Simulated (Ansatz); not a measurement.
A 3-atom cell of Li2O (Fm-3m) from a materials database (r2SCAN geometry), in Ansatz:

```
Li O
1.0
     0.00000    2.28637    2.28637
     2.28637    0.00000    2.28637
     2.28637    2.28637    0.00000
Li O
2 1
Direct
  0.75000 0.75000 0.75000
  0.25000 0.25000 0.25000
  0.00000 0.00000 0.00000
```

G0W0@PBE with 177 empty bands, a screening cutoff of 220 eV and a 6×6×6 mesh (PAW, contour deformation) gives 7.401 eV over the mesh points, from a PBE gap of 5.050 eV; it sums over 183 bands with 169 plane waves in the screening and a wave cutoff of 420 eV. No extrapolation in bands, cutoff or mesh was made for G0W0. Spin-unpolarised throughout; all numbers are computed.

(1) Estimate the gap with starting point HSE06.

(2) Estimate the gap with starting point r2SCAN.

(3) Estimate the gap with frequency model Godby-Needs pole.

Results:

(1) 8.244 eV (+0.843 eV), from a Kohn-Sham gap of 6.654 eV.

(2) 7.794 eV (+0.393 eV), from a Kohn-Sham gap of 5.767 eV.

(3) 7.309 eV (-0.092 eV), from a Kohn-Sham gap of 5.050 eV.
